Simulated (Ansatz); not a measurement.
What does this script print? It uses the Ansatz DFT code, driven from Python.

`input.yaml`
```yaml
crystal:
  lattice:
    - [0.0, 2.3495, 2.3495]
    - [2.3495, 0.0, 2.3495]
    - [2.3495, 2.3495, 0.0]
  atoms:
    - { symbol: Cd, position: [0.0, 0.0, 0.0] }
    - { symbol: O, position: [0.5, 0.5, 0.5] }
kpoints:
  mp_grid: { kspacing: 0.4 }
hamiltonian:
  xc: lda
scf:
  occupations: { method: fixed }
output:
  forces: true
  stress: true
  eigenvalues: true
phonons:
  method: fd
  supercell: [2, 2, 2]
```

Script `convert_cdo.py`:
```python
"""Turn an input file for CdO into a chain of calls."""

import ansatz as az

calculation = az.Calculation.from_yaml("input.yaml")
print(calculation.to_python())
```

```console
$ python convert_cdo.py
(
    az.Lattice.of(((0.0, 2.3495, 2.3495), (2.3495, 0.0, 2.3495), (2.3495, 2.3495, 0.0)))
    .atom("Cd", (0.0, 0.0, 0.0))
    .atom("O", (0.5, 0.5, 0.5))
    .calculation()
    .kpoints(spacing=0.4)
    .functional("lda")
    .occupations(method="fixed")
    .phonons(method="fd", supercell=(2, 2, 2))
    .forces()
    .stress()
    .band_table(publish=True)
)
```

The input is only written out: it wasn't run, and its settings aren't tested.
